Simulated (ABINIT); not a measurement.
# BN: equation of state with PBE

**What was measured.**

“Effect of nanostructuration on compressibility of cubic BN”, 2012, arxiv:1208.3664 quotes, for a bulk crystal of BN at 300 K: bulk modulus 395 ± 2 GPa.

Crystal: BN.

```
N B
1.0
     0.00000    1.81300    1.81300
     1.81300    0.00000    1.81300
     1.81300    1.81300    0.00000
N B
1 1
Direct
  0.25000 0.25000 0.25000
  0.00000 0.00000 0.00000
```

The cell is a database's computed one.

```json
{
 "Program": "ABINIT 10.8.3 (patched build)",
 "Task": "equation of state",
 "Functional": "PBE",
 "Potentials or basis": "JTH PAW PBE v2.0",
 "Cutoff": "844 eV",
 "k mesh": "13 × 13 × 13",
 "Occupations": "fermi-dirac, width 0.05 eV",
 "Spin": "no spin polarisation"
}
```

| Quantity | Value |
| --- | --- |
| Equilibrium volume | 5.95 Å³/atom |
| Bulk modulus | 373 GPa |
| Pressure derivative of the bulk modulus | 3.6 |

Energy against volume, from the lowest point:
| volume (Å³/atom) | energy (meV/atom) |
| --- | --- |
| 5.602 | 26.49 |
| 5.721 | 11.19 |
| 5.840 | 2.56 |
| 5.959 | 0.00 |
| 6.078 | 2.94 |
| 6.198 | 11.01 |
| 6.317 | 23.60 |

Wall time 2 min on 1 thread of Arm Neoverse N1, on a shared host, peak memory 0.13 GiB.

Measured bulk modulus of BN: 395 GPa (300 K; quoted in “Effect of nanostructuration on compressibility of cubic BN”, 2012, arxiv:1208.3664). This calculation gives 373 GPa (-5.5 %). The fit is for a static lattice scaled at fixed shape and fixed fractional positions.

Caveat: pressures at fixed basis lie under the slope of the energies; the atomic spheres overlap.
